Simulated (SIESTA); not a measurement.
Au:

```xyz
1
Lattice="0.0000 2.0350 2.0350 2.0350 0.0000 2.0350 2.0350 2.0350 0.0000" Properties=species:S:1:pos:R:3 pbc="T T T"
Au    0.0000    0.0000    0.0000
```

Base run:

| Quantity | Value |
| --- | --- |
| Program | SIESTA 5.4.2 |
| Functional | PBE |
| Potentials or basis | PseudoDojo 0.4 standard (PBE files) |
| Basis | SZ (energy shift 0.003 Ry) |
| Grid cutoff | 800 Ry |
| Energy shift | 0.003 Ry |
| k mesh | 11 × 11 × 11 |
| Occupations | fermi-dirac, width 0.05 eV |
| Spin | no spin polarisation |

Its results: band gap on the k mesh none (metal or under the smearing width); pressure 39.5 GPa.

Problem. The run is repeated on the same cell with these changes: basis from SZ (energy shift 0.003 Ry) to DZ (energy shift 0.003 Ry; two zetas on semicore shells). What comes out?

Solution. Band gap on the k mesh none (metal or under the smearing width); pressure 7.2 GPa.

Caveats: the basis has no polarisation orbitals; short orbitals over semicore shells can move pressures by several GPa; spin-orbit coupling is left out, which moves the levels of the heavy elements; the basis of atomic orbitals isn't converged, which shifts pressures, moduli and gaps; a pressure of tens of GPa on the cell as given is suspect, and the run, the potentials or the cell itself is likely at fault (some runs).
